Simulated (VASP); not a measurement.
# Cd (Fm-3m) in VASP: notebook

Runs on Cd. Level: revPBE. Tasks: single point.

Everything below comes from runs of VASP 6.6.1. Logs are shortened: lines on timing, memory, paths and dates and some standing lists are left out, and cuts for length are marked.

**1. The crystal as given**

It takes space group Fm-3m (No. 225, cubic). The conventional cell has a = 4.577 Å, b = 4.577 Å, c = 4.577 Å, α = 90.00°, β = 90.00°, γ = 90.00°. Around Cd (site symmetry m-3m) lie 12 Cd at 3.24 Å.

This isn't the form of Cd at room conditions, which is hcp.

**2. Single point, revPBE**

Contents of INCAR:

```
ALGO = Fast
EDIFF = 1E-6
ENCUT = 520
GGA = RE
ISIF = 2
ISMEAR = -1
LASPH = True
LCHARG = False
LREAL = False
LWAVE = False
NBANDS = 12
NELM = 100
PREC = Accurate
SIGMA = 0.1
```

Contents of KPOINTS:

```
k-points
0
Gamma
  19 19 19
```

Contents of POSCAR:

```
Cd
1.0
    0.0000000000      2.2885734411      2.2885734411
    2.2885734411      0.0000000000      2.2885734411
    2.2885734411      2.2885734411      0.0000000000
Cd
1
Direct
    0.0000000000      0.0000000000      0.0000000000
```

Potentials or basis: VASP PAW PBE potentials, release 64 (Cd).

Command:

```console
$ cat potpaw_PBE.64/Cd/POTCAR > POTCAR
$ mpirun -np 1 vasp_std > vasp.out
```

OUTCAR:

```text
EDIFF = 1E-6
   ENCUT = 520
   GGA = RE
   ISIF = 2
   ISMEAR = -1
   LASPH = True
   LREAL = False
   NELM = 100
   PREC = Accurate

 ion  position               nearest neighbor table
   1  0.000  0.000  0.000-

  LATTYP: Found a face centered cubic cell.
 ALAT       =     4.5771468822

  Lattice vectors:

 A1 = (   0.0000000000,   2.2885734411,   2.2885734411)
 A2 = (   2.2885734411,   0.0000000000,   2.2885734411)
 A3 = (   2.2885734411,   2.2885734411,   0.0000000000)

Analysis of symmetry for initial positions (statically):
=====================================================================
 Subroutine PRICEL returns:
 Original cell was already a primitive cell.

 Routine SETGRP: Setting up the symmetry group for a
 face centered cubic supercell.

 Subroutine GETGRP returns: Found 48 space group operations
 (whereof 48 operations were pure point group operations)
 out of a pool of 48 trial point group operations.

The static configuration has the point symmetry O_h .

Analysis of symmetry for dynamics (positions and initial velocities):
=====================================================================
 Subroutine PRICEL returns:
 Original cell was already a primitive cell.

 Routine SETGRP: Setting up the symmetry group for a
 face centered cubic supercell.

 Subroutine GETGRP returns: Found 48 space group operations
 (whereof 48 operations were pure point group operations)
 out of a pool of 48 trial point group operations.

The dynamic configuration has the point symmetry O_h .

 Subroutine INISYM returns: Found 48 space group operations
 (whereof 48 operations are pure point group operations),
 and found     1 'primitive' translations

----------------------------------------------------------------------------------------

                                     Primitive cell

  volume of cell :      23.9731

  direct lattice vectors                    reciprocal lattice vectors
     0.000000000  2.288573441  2.288573441    -0.218476712  0.218476712  0.218476712
     2.288573441  0.000000000  2.288573441     0.218476712 -0.218476712  0.218476712
     2.288573441  2.288573441  0.000000000     0.218476712  0.218476712 -0.218476712

  length of vectors
     3.236531599  3.236531599  3.236531599     0.378412765  0.378412765  0.378412765

  position of ions in fractional coordinates (direct lattice)
     0.000000000  0.000000000  0.000000000

  ion indices of the primitive-cell ions
   primitive index   ion index
                 1           1

----------------------------------------------------------------------------------------

 KPOINTS: k-points

Automatic generation of k-mesh.
 Grid dimensions read from file:
 generate k-points for:   19   19   19

 Generating k-lattice:

  Cartesian coordinates                     Fractional coordinates (reciprocal lattice)
    -0.011498774  0.011498774  0.011498774     0.052631579  0.000000000  0.000000000
     0.011498774 -0.011498774  0.011498774     0.000000000  0.052631579  0.000000000
     0.011498774  0.011498774 -0.011498774     0.000000000  0.000000000  0.052631579

  Length of vectors
     0.019916461  0.019916461  0.019916461

  Shift w.r.t. Gamma in fractional coordinates (k-lattice)
     0.000000000  0.000000000  0.000000000

 Subroutine IBZKPT returns following result:
 ===========================================

 Found    220 irreducible k-points:

 Following reciprocal coordinates:
            Coordinates               Weight
  0.000000  0.000000  0.000000      1.000000
  0.052632  0.000000  0.000000      8.000000
  0.105263  0.000000  0.000000      8.000000
  0.157895  0.000000  0.000000      8.000000
  0.210526  0.000000  0.000000      8.000000
  0.263158  0.000000  0.000000      8.000000
[... 16 lines left out ...]
 -0.315789  0.052632  0.000000     24.000000
 -0.263158  0.052632  0.000000     24.000000
 [... further k-points ...]
   k-points           NKPTS =    220   k-points in BZ     NKDIM =    220   number of bands    NBANDS=     12
   number of dos      NEDOS =    301   number of ions     NIONS =      1
   total plane-waves  NPLWV =  13824
   dimension x,y,z NGX =    24 NGY =   24 NGZ =   24
   dimension x,y,z NGXF=    48 NGYF=   48 NGZF=   48
   ions per type =               1
   NGX,Y,Z   is equivalent  to a cutoff of  12.33, 12.33, 12.33 a.u.
   NGXF,Y,Z  is equivalent  to a cutoff of  24.66, 24.66, 24.66 a.u.
 SYSTEM =  unknown system
   PREC   = accura    normal or accurate (medium, high low for compatibility)
   ISTART =      0    job   : 0-new  1-cont  2-samecut
   ICHARG =      2    charge: 1-file 2-atom 10-const
   ISPIN  =      1    spin polarized calculation?
   LNONCOLLINEAR =      F non collinear calculations
   LSORBIT =      F    spin-orbit coupling
   LASPH  =      T    aspherical Exc in radial PAW
   ENCUT  =  520.0 eV  38.22 Ry    6.18 a.u.   6.02  6.02  6.02*2*pi/ulx,y,z
   NELM   =    100;   NELMIN=  2; NELMDL= -5     # of ELM steps
   EDIFF  = 0.1E-05   stopping-criterion for ELM
   LREAL  =      F    real-space projection
   EDIFFG = 0.1E-04   stopping-criterion for IOM
   NSW    =      0    number of steps for IOM
   IBRION =     -1    ionic relax: 0-MD 1-quasi-New 2-CG
   NFREE  =      0    steps in history (QN), initial steepest desc. (CG)
   ISIF   =      2    stress and relaxation
   ISYM   =      2    0-nonsym 1-usesym 2-fastsym
   POTIM  = 0.5000    time-step for ionic-motion
   TEBEG  =    0.0;   TEEND  =   0.0 temperature during run
   PSTRESS=    0.0 pullay stress
   NELECT =      12.0000    total number of electrons
   NUPDOWN=      -1.0000    fix difference up-down
   EMIN   =  10.00;   EMAX   =-10.00  energy-range for DOS
   EFERMI =   0.00;   METHOD = LEGACY
   ISMEAR =    -1;   SIGMA  =   0.10  broadening in eV -4-tet -1-fermi 0-gaus
   EFERMI_NEDOS =   21; number of points for ismear=-14 and -15
   IALGO  =     68    algorithm
   IMIX   =      4    mixing-type and parameters
     AMIX     =   0.40;   BMIX     =  1.00
     AMIX_MAG =   1.60;   BMIX_MAG =  1.00
  volume/ion in A,a.u.               =      23.97       161.78
  Fermi-wavevector in a.u.,A,eV,Ry     =   1.299851  2.456363 22.988592  1.689614
  Thomas-Fermi vector in A             =   2.431088
   LORBIT       =      0    0 simple, 1 ext, 2 COOP (PROOUT), +10 PAW based schemes
   GGA     = RE    functional components
   LHFCALC =     F    Hartree Fock is set to
   AEXX    =    0.0000 exact exchange contribution
   IVDW    =     0    specifies the selected vdW correction
   LEPSILON=     F    determine dielectric tensor
   LRPA    =     F    only Hartree local field effects (RPA)
 non-spin polarized calculation
 RMM-DIIS sequential band-by-band and
  energy-cutoff  :      520.00
  volume of cell :       23.97
 maximum number of plane-waves:       660
   NGX = 13   NGY = 13   NGZ = 13

 number of electron      12.0000004 magnetization

 Free energy of the ion-electron system (eV)
  ---------------------------------------------------
  ext. energy  EPLUGINS =         0.00000000
  ---------------------------------------------------
  free energy    TOTEN  =        -0.42402087 eV

  energy without entropy =       -0.41190346  energy(sigma->0) =       -0.41796217

 E-fermi :   2.2880     XC(G=0): -10.4046

 val. band max:        2.2098286341   @ k =  -0.3684   0.3684   0.1053
 cond. band min:       2.3029867343   @ k =  -0.4211   0.3684   0.0000
 fundamental gap:      0.0931581002
 Fermi energy:         2.2880318573

 k-point     1 :       0.0000    0.0000    0.0000
  band No.  band energies     occupation
      1      -6.6367      2.00000
      2      -6.6367      2.00000
      3      -6.6367      2.00000
      4      -6.2708      2.00000
      5      -6.2708      2.00000
      6      -5.8038      2.00000
      7      15.8205      0.00000
      8      16.3587      0.00000
      9      16.3587      0.00000
     10      16.3587      0.00000
     11      19.5659      0.00000
     12      19.5659      0.00000

 k-point     2 :       0.0526    0.0000    0.0000
  band No.  band energies     occupation
      1      -6.6417      2.00000
      2      -6.6269      2.00000
      3      -6.6269      2.00000
      4      -6.2731      2.00000
      5      -6.2731      2.00000
      6      -5.7373      2.00000
      7      15.1883      0.00000
      8      15.9638      0.00000
      9      16.2358      0.00000
     10      16.2358      0.00000
     11      19.7747      0.00000
     12      19.7749      0.00000

 k-point     3 :       0.1053    0.0000    0.0000
  band No.  band energies     occupation
      1      -6.6615      2.00000
      2      -6.6013      2.00000
      3      -6.6013      2.00000
      4      -6.2769      2.00000
      5      -6.2769      2.00000
      6      -5.5318      2.00000
      7      13.3866      0.00000
      8      15.9301      0.00000
      9      15.9379      0.00000
     10      15.9379      0.00000
     11      20.1568      0.00000
     12      20.3184      0.00000

 k-point     4 :       0.1579    0.0000    0.0000
  band No.  band energies     occupation
      1      -6.7009      2.00000
      2      -6.5713      2.00000
      3      -6.5713      2.00000
      4      -6.2724      2.00000
      5      -6.2724      2.00000
      6      -5.1791      2.00000
      7      11.4531      0.00000
      8      15.5745      0.00000
      9      15.5745      0.00000
     10      15.8934      0.00000
     11      19.8811      0.00000
     12      20.8206      0.00000

 k-point     5 :       0.2105    0.0000    0.0000
  band No.  band energies     occupation
      1      -6.7567      2.00000
      2      -6.5540      2.00000
      3      -6.5540      2.00000
      4      -6.2452      2.00000
      5      -6.2452      2.00000
      6      -4.6776      2.00000
      7       9.5440      0.00000
      8      15.2088      0.00000
      9      15.2088      0.00000
     10      15.7958      0.00000
     11      19.6044      0.00000
     12      20.1284      0.00000
[... 228 lines left out ...]
      1      -6.9727      2.00000
      2      -6.6291      2.00000
      3      -6.6110      2.00000
      4      -6.0043      2.00000
      5      -5.9964      2.00000
      6      -0.8062      2.00000
      7       2.3063      0.90877
      8      13.1310      0.00000
      9      14.1587      0.00000
     10      14.9121      0.00000
     11      17.9897      0.00000
     12      18.4854      0.00000

 k-point    22 :      -0.3684    0.0526    0.0000
  band No.  band energies     occupation
      1      -6.9389      2.00000
      2      -6.6108      2.00000
      3      -6.5960      2.00000
      4      -6.0625      2.00000
      5      -6.0297      2.00000
      6      -1.9053      2.00000
      7       3.8133      0.00000
      8      13.0602      0.00000
      9      14.5853      0.00000
     10      15.1836      0.00000
     11      18.0023      0.00000
     12      18.5484      0.00000

 k-point    23 :      -0.3158    0.0526    0.0000
  band No.  band energies     occupation
      1      -6.8894      2.00000
      2      -6.5874      2.00000
      3      -6.5741      2.00000
      4      -6.1368      2.00000
      5      -6.0838      2.00000
      6      -2.8769      2.00000
      7       5.4346      0.00000
      8      13.1031      0.00000
      9      15.0794      0.00000
     10      15.5329      0.00000
     11      18.1716      0.00000
     12      18.5994      0.00000

 k-point    24 :      -0.2632    0.0526    0.0000
  band No.  band energies     occupation
      1      -6.8299      2.00000
      2      -6.5655      2.00000
      3      -6.5517      2.00000
      4      -6.2141      2.00000
      5      -6.1473      2.00000
      6      -3.7130      2.00000
      7       7.1580      0.00000
      8      13.2504      0.00000
      9      15.5896      0.00000
     10      15.9142      0.00000
     11      18.5293      0.00000
     12      18.6566      0.00000

 [... further k-points ...]

------------------------ aborting loop because EDIFF is reached ----------------------------------------

  FORCE on cell =-STRESS in cart. coord.  units (eV):
  Direction    XX          YY          ZZ          XY          YZ          ZX
  --------------------------------------------------------------------------------------
  -------------------------------------------------------------------------------------
  Total        0.0161485      0.0161485      0.0161485     -0.0000000     -0.0000000     -0.0000000
  in kB        1.0792379      1.0792379      1.0792379     -0.0000000     -0.0000000     -0.0000000
  external PRESSURE =       1.0792379 kB  Pullay stress =       0.0000000 kB

 VOLUME and BASIS-vectors are now :
 -----------------------------------------------------------------------------
  energy-cutoff  :      520.00
  volume of cell :       23.97
      direct lattice vectors                 reciprocal lattice vectors
     0.000000000  2.288573441  2.288573441    -0.218476712  0.218476712  0.218476712
     2.288573441  0.000000000  2.288573441     0.218476712 -0.218476712  0.218476712
     2.288573441  2.288573441  0.000000000     0.218476712  0.218476712 -0.218476712

 POSITION                                       TOTAL-FORCE (eV/Angst)
 -----------------------------------------------------------------------------------
      0.00000      0.00000      0.00000         0.000000      0.000000      0.000000
 -----------------------------------------------------------------------------------
    total drift:                               -0.000000      0.000000     -0.000000

  FREE ENERGIE OF THE ION-ELECTRON SYSTEM (eV)
  ---------------------------------------------------
  free  energy   TOTEN  =        -0.4240208724 eV

  energy  without entropy=       -0.4119034615  energy(sigma->0) =       -0.41796217
```

Run time: 26 s. Hardware: 1 thread of AMD EPYC 9R45 (Zen 5), shared host; peak memory 0.15 GiB.

Results:

```yaml
Free_energy: -0.4240 eV
Pressure: 0.1 GPa
Band_gap_on_the_k_mesh: none (metal or under the smearing width)
```

Caveat: the PAW data sets were made with another functional, which shifts forces and pressure a little.

[end of part 1 of 2]
